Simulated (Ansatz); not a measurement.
**AlGaN2: the gap under strain**

AlGaN2, P-4m2, a = 3.115 Å, c = 4.384 Å. The structure is a Materials Project entry; whether it is the stable form wasn't checked. Ansatz: LDA, PAW, 420 eV, Γ-centred 8×8×6 mesh on 4 atoms, Gaussian smearing 0.02 eV; no spin polarisation. Series: biaxial strain in the a-b plane, c and atoms relaxed; x is the strain in per cent. The gap is sought over the whole zone.

```tsv
x (%)	gap y (eV)
-6.0	2.858
-4.0	2.993
-2.0	3.127
0.0	3.055
2.0	2.977
4.0	2.813
6.0	?
```

Fit y = E0 + c1 x + c2 x² to the other rows, give the deformation potential for this strain, and predict the missing gap.

Least squares on the rows shown. y = 3.0771 − 0.025848 x − 0.010460 x². The deformation potential is 100 c1 = -2.58 eV per unit strain. The two rows next to zero alone give -3.75 eV per unit strain, the better figure for small strains. With a term in x³ added, the coefficient of x becomes -0.02933, 13 % more, which shows how far this figure hangs on the form. At x = 6.0 the fit asked for gives 2.545 eV. The run gave 2.608 eV, so the fit is 0.063 eV too low, 12 % of the span of the series, against an rms of 0.021 eV on the fitted rows. The row lies outside the fitted range. With a term in x³ added, a fit to the same known rows predicts 2.586 eV, so most of the miss is curvature that the known rows already hold. Also, a band edge changes its point in the zone among the fitted rows, which can bend the series.

Semilocal functionals give gaps under the measured ones; changes of the gap mostly carry over better.